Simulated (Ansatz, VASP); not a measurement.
## ZnO: VASP beside Ansatz

Aim: how closely do two programs agree when they are given the same cell, functional and k mesh? The cell is taken from a series of VASP runs on this material, whose earlier steps may have relaxed, scaled or displaced it; both programs get it as it stands. Other levels of theory on this material are compared in a session of their own.

Main program and level: Ansatz 0.2.0; plane waves, with VASP 6.6.1 beside it; band structure at PBE, spin-orbit coupling.

### Step 1. Set-up

It takes space group P6_3mc (No. 186, hexagonal). The conventional cell has a = 3.249 Å, b = 3.249 Å, c = 5.206 Å, α = 90.00°, β = 90.00°, γ = 120.00°. Nearest to Zn lie 4 O at 1.98 Å. Nearest to O lie 4 Zn at 1.98 Å. Farther neighbours and most contacts between anions are not listed.

Coordinates:

```cif
data_structure
_symmetry_space_group_name_H-M 'P 1'
_symmetry_Int_Tables_number 1
_cell_length_a 3.2493
_cell_length_b 3.2493
_cell_length_c 5.2057
_cell_angle_alpha 90.000
_cell_angle_beta 90.000
_cell_angle_gamma 120.000
_cell_volume 47.60
loop_
_atom_site_label
_atom_site_type_symbol
_atom_site_fract_x
_atom_site_fract_y
_atom_site_fract_z
_atom_site_occupancy
Zn1 Zn 0.33333 0.66667 0.49897 1
Zn2 Zn 0.66667 0.33333 0.99897 1
O3 O 0.66667 0.33333 0.38004 1
O4 O 0.33333 0.66667 0.88004 1
```

### Step 2. VASP: band structure, PBE, spin-orbit coupling

Levels along a path test the potential and the projectors away from the mesh points.

Lines of VASP's logs that name or quote its potential files are left out, and so is its time.

The input, INCAR:

```
SYSTEM = ZnO
PREC = Accurate
ENCUT = 520
EDIFF = 1E-06
NELM = 100
ISMEAR = 0
SIGMA = 0.02
LREAL = .FALSE.
ALGO = Normal
GGA = PE
LNONCOLLINEAR = .TRUE.
MAGMOM = 0 0 0 0 0 0 0 0 0 0 0 0
NBANDS = 48
GGA_COMPAT = .FALSE.
LASPH = .TRUE.
LSORBIT = .TRUE.
LORBIT = 11
LWAVE = .FALSE.
LCHARG = .FALSE.
KPAR = 4
ISIF = 2
```

The input, POSCAR:

```
ZnO
1.0
    3.2493080000      0.0000000000      0.0000000000
   -1.6246540000      2.8139830000      0.0000000000
    0.0000000000      0.0000000000      5.2057090000
Zn O
2 2
Direct
    0.3333330000      0.6666670000      0.4989739082
    0.6666670000      0.3333330000      0.9989739082
    0.6666670000      0.3333330000      0.3800360918
    0.3333330000      0.6666670000      0.8800360918
```

The input, KPOINTS:

```
Automatic mesh
0
Gamma
10 10 6
0 0 0
```

The input, KPOINTS_OPT:

```
Line mode
16
Line-mode
Reciprocal
  0.00000000   0.00000000   0.00000000 GAMMA
  0.50000000   0.00000000   0.00000000 M

  0.50000000   0.00000000   0.00000000 M
  0.33333333   0.33333333   0.00000000 K

  0.33333333   0.33333333   0.00000000 K
  0.00000000   0.00000000   0.00000000 GAMMA

  0.00000000   0.00000000   0.00000000 GAMMA
  0.00000000   0.00000000   0.50000000 A

  0.00000000   0.00000000   0.50000000 A
  0.50000000   0.00000000   0.50000000 L

  0.50000000   0.00000000   0.50000000 L
  0.33333333   0.33333333   0.50000000 H

  0.33333333   0.33333333   0.50000000 H
  0.00000000   0.00000000   0.50000000 A

  0.50000000   0.00000000   0.50000000 L
  0.50000000   0.00000000   0.00000000 M

  0.33333333   0.33333333   0.00000000 K
  0.33333333   0.33333333   0.50000000 H
```

PAW data sets: Zn and O (PBE family, release 64).

Command:

```
$ mpirun -np 4 vasp_ncl
```

Numbers of over 12 decimals in the logs are rounded to 6 here.

What it wrote:

```text
[banner, memory and clock lines left out]
running    4 mpi-ranks, on    1 nodes
 distrk:  each k-point on    1 cores,    4 groups
 distr:  one band on    1 cores,    1 groups

 POSCAR found type information on POSCAR ZnO
 POSCAR found :  2 types and       4 ions
 LDA part: xc-table for (Slater+PW92), standard interpolation
 POSCAR, INCAR and KPOINTS ok, starting setup
 FFT: planning ... GRIDC
 FFT: planning ... GRID_SOFT
 FFT: planning ... GRID
 WAVECAR not read
 entering main loop
       N       E                     dE             d eps       ncg     rms          rms(c)
DAV:   1     0.384604040361E+03    0.38460E+03   -0.17100E+04  8120   0.219E+03
DAV:   2     0.401661572946E+02   -0.34444E+03   -0.32173E+03  8128   0.528E+02
DAV:   3    -0.182748600165E+02   -0.58441E+02   -0.57094E+02  8944   0.195E+02
DAV:   4    -0.210505097021E+02   -0.27756E+01   -0.27620E+01  9160   0.455E+01
DAV:   5    -0.210719021729E+02   -0.21392E-01   -0.21390E-01  8520   0.424E+00    0.147E+01
DAV:   6    -0.176253433614E+02    0.34466E+01   -0.79506E+00 12832   0.670E+01    0.894E+00
DAV:   7    -0.178732085692E+02   -0.24787E+00   -0.32862E+00  8208   0.188E+01    0.543E+00
DAV:   8    -0.179009027755E+02   -0.27694E-01   -0.70979E-01 11336   0.102E+01    0.190E+00
DAV:   9    -0.178263473554E+02    0.74555E-01   -0.17063E-01 11624   0.891E+00    0.370E-01
DAV:  10    -0.178306994811E+02   -0.43521E-02   -0.61864E-02  8360   0.185E+00    0.124E-01
DAV:  11    -0.178308634789E+02   -0.16400E-03   -0.39702E-04  9168   0.171E-01    0.885E-02
DAV:  12    -0.178308863550E+02   -0.22876E-04   -0.25514E-04  8752   0.152E-01    0.164E-02
DAV:  13    -0.178309018651E+02   -0.15510E-04   -0.29407E-05 10456   0.109E-01    0.139E-02
DAV:  14    -0.178309043650E+02   -0.24999E-05   -0.91581E-06  9032   0.586E-02    0.126E-02
DAV:  15    -0.178309019783E+02    0.23867E-05   -0.32931E-06  9048   0.228E-02    0.334E-03
DAV:  16    -0.178309018042E+02    0.17411E-06   -0.19698E-06  7624   0.117E-02
   1 F= -.17830902E+02 E0= -.17830902E+02  d E =-.176283E-12  mag=     0.0000    -0.0000     0.0000
 Start KPOINTS_OPT (optional k-point list driver)
k-point batch [1-84\144]
       N       E                     dE             ncg
DAV:   1     0.201844031894E+05   -0.42295E+05     8104
DAV:   2    -0.787236681660E+04   -0.28057E+05     8168
DAV:   3    -0.123039460944E+05   -0.44316E+04     9008
DAV:   4    -0.125002143488E+05   -0.19627E+03     9400
DAV:   5    -0.125017655125E+05   -0.15512E+01     8528
DAV:   6    -0.125017809831E+05   -0.15471E-01     9352
DAV:   7    -0.125017812184E+05   -0.23521E-03     8600
DAV:   8    -0.125017812226E+05   -0.42949E-05     7120
DAV:   9    -0.125017812228E+05   -0.17036E-06     5440
k-point batch [85-144\144]
       N       E                     dE             ncg
DAV:   1     0.331768231312E+05   -0.63260E+05     5808
DAV:   2     0.133623847685E+05   -0.19814E+05     5776
DAV:   3     0.101629532077E+05   -0.31994E+04     6456
DAV:   4     0.100210441002E+05   -0.14191E+03     6464
DAV:   5     0.100198670473E+05   -0.11771E+01     5912
DAV:   6     0.100198561670E+05   -0.10880E-01     6440
DAV:   7     0.100198560203E+05   -0.14668E-03     6088
DAV:   8     0.100198560181E+05   -0.22000E-05     4688
DAV:   9     0.100198560180E+05   -0.97698E-07     3592
```

Parts of OUTCAR (step 2):

```text
ion  position               nearest neighbor table
   1  0.333  0.667  0.499-   3 1.98   3 1.98   3 1.98   4 1.98
   2  0.667  0.333  0.999-   4 1.98   4 1.98   4 1.98   3 1.98
   3  0.667  0.333  0.380-   1 1.98   1 1.98   1 1.98   2 1.98
   4  0.333  0.667  0.880-   2 1.98   2 1.98   2 1.98   1 1.98

  LATTYP: Found a hexagonal cell.
 ALAT       =     3.2493080000
 C/A-ratio  =     1.6020977390

 Subroutine GETGRP returns: Found 12 space group operations
 (whereof  6 operations were pure point group operations)

The static configuration has the point symmetry C_3v.
 The point group associated with its full space group is C_6v.

 Found     84 irreducible k-points:

   k-points           NKPTS =     84   k-points in BZ     NKDIM =     84   number of bands    NBANDS=     48

   dimension x,y,z NGX =    24 NGY =   24 NGZ =   40
   dimension x,y,z NGXF=    48 NGYF=   48 NGZF=   80

   ENCUT  =  520.0 eV  38.22 Ry    6.18 a.u.   6.04  6.04  9.68*2*pi/ulx,y,z

   NELECT =      36.0000    total number of electrons

 k-points in reciprocal lattice and weights: Automatic mesh
   0.00000000  0.00000000  0.00000000       0.002
   0.10000000  0.00000000  0.00000000       0.010
   0.20000000  0.00000000  0.00000000       0.010
   0.30000000  0.00000000  0.00000000       0.010
   0.40000000  0.00000000  0.00000000       0.010
   0.50000000  0.00000000  0.00000000       0.005
   0.10000000  0.10000000  0.00000000       0.010
   0.20000000  0.10000000  0.00000000       0.020
   0.30000000  0.10000000  0.00000000       0.020
[...]
0.40000000  0.20000000  0.50000000       0.010
   0.30000000  0.30000000  0.50000000       0.010

 average (electrostatic) potential at core
       1 -35.8021       2 -35.8021       3 -73.1455       4 -73.1455

 E-fermi :   1.3092

 k-point     1 :       0.0000    0.0000    0.0000
  band No.  band energies     occupation
    ...
     32       1.1166      1.00000
     33       1.1902      1.00000
     34       1.1902      1.00000
     35       1.2232      1.00000
     36       1.2232      1.00000
     37       1.9928      0.00000
     38       1.9928      0.00000
     39       6.4000      0.00000
     40       6.4000      0.00000
     41       9.4553      0.00000
    ...

 k-point     2 :       0.1000    0.0000    0.0000
  band No.  band energies     occupation
    ...
     32       0.6019      1.00000
     33       1.0420      1.00000
     34       1.0605      1.00000
     35       1.1302      1.00000
     36       1.1406      1.00000
     37       2.7339      0.00000
     38       2.7360      0.00000
     39       6.8092      0.00000
     40       6.8198      0.00000
     41       9.4481      0.00000
    ...

 k-point     3 :       0.2000    0.0000    0.0000
  band No.  band energies     occupation
    ...
     32      -0.0591      1.00000
     33       0.8276      1.00000
     34       0.8670      1.00000
     35       0.9286      1.00000
     36       0.9453      1.00000
     37       3.8604      0.00000
     38       3.8663      0.00000
     39       7.7432      0.00000
     40       7.7553      0.00000
     41       9.4136      0.00000
    ...

  Total        1.7022115      1.7022112      1.9087443      0.0000000      0.0000000      0.0000000
  in kB       57.2969989     57.2969877     64.2489593      0.0000000      0.0000000      0.0000000
  external PRESSURE =      59.6143153 kB  Pullay stress =       0.0000000 kB

  energy-cutoff  :      520.00
  volume of cell :       47.60
      direct lattice vectors                 reciprocal lattice vectors
     3.249308000  0.000000000  0.000000000     0.307757836  0.177684087  0.000000000
    -1.624654000  2.813983000  0.000000000     0.000000000  0.355368174  0.000000000
     0.000000000  0.000000000  5.205709000     0.000000000  0.000000000  0.192096792

 POSITION                                       TOTAL-FORCE (eV/Angst)
 -----------------------------------------------------------------------------------
     -0.00000      1.87599      2.59751         0.000000      0.000000      0.000052
      1.62466      0.93799      5.20037        -0.000000     -0.000000      0.000052
      1.62466      0.93799      1.97836        -0.000000     -0.000000     -0.000052
     -0.00000      1.87599      4.58121         0.000000      0.000000     -0.000052
 -----------------------------------------------------------------------------------
    total drift:                                0.000412     -0.000238     -0.002557

  FREE ENERGIE OF THE ION-ELECTRON SYSTEM (eV)
  ---------------------------------------------------
  free  energy   TOTEN  =       -17.8309018042 eV

  energy  without entropy=      -17.8309018042  energy(sigma->0) =      -17.83090180

 Spin-Orbit-Coupling matrix elements
 Ion:    1  E_soc:     -0.0076889
 Ion:    2  E_soc:     -0.0076889
 Ion:    3  E_soc:     -0.0002420
 Ion:    4  E_soc:     -0.0002420

 total charge
# of ion       s       p       d       tot
------------------------------------------
    1        0.458   0.488   9.904  10.850
    2        0.458   0.488   9.904  10.850
    3        1.550   3.459   0.000   5.009
    4        1.550   3.459   0.000   5.009
--------------------------------------------------
tot          4.014   7.894  19.808  31.717

 magnetization (x)
# of ion       s       p       d       tot
------------------------------------------
    1        0.000  -0.000  -0.000  -0.000
    2        0.000  -0.000   0.000   0.000
    3       -0.000  -0.000   0.000  -0.000
    4        0.000  -0.000   0.000  -0.000
--------------------------------------------------
tot          0.000  -0.000   0.000  -0.000

 magnetization (y)
# of ion       s       p       d       tot
------------------------------------------
    1        0.000   0.000   0.000   0.000
    2        0.000   0.000  -0.000  -0.000
    3        0.000   0.000   0.000   0.000
    4        0.000   0.000   0.000   0.000
--------------------------------------------------
tot          0.000   0.000  -0.000   0.000

 magnetization (z)
# of ion       s       p       d       tot
------------------------------------------
    1        0.000   0.000   0.000   0.000
    2        0.000   0.000   0.000   0.000
    3        0.000   0.000   0.000   0.000
    4        0.000   0.000   0.000   0.000
--------------------------------------------------
tot          0.000   0.000   0.000   0.000

[... 3 further parts left out ...]
```

The run ends at a pressure of 5.96 GPa.

(Part 1 of 2 ends here.)

[Lines on the potential files, build, host, timing and source positions are cut from VASP's logs without a mark.]

[Logs are printed without paths, hosts, clocks, repeated set-up lines and the standing remarks that a program may print on its own settings, such as how far it seeks lower states.]

[Hosts, paths, dates, database ids (printed as entryN), source tags and the programs' standing remarks are cut or masked in the printed files.]
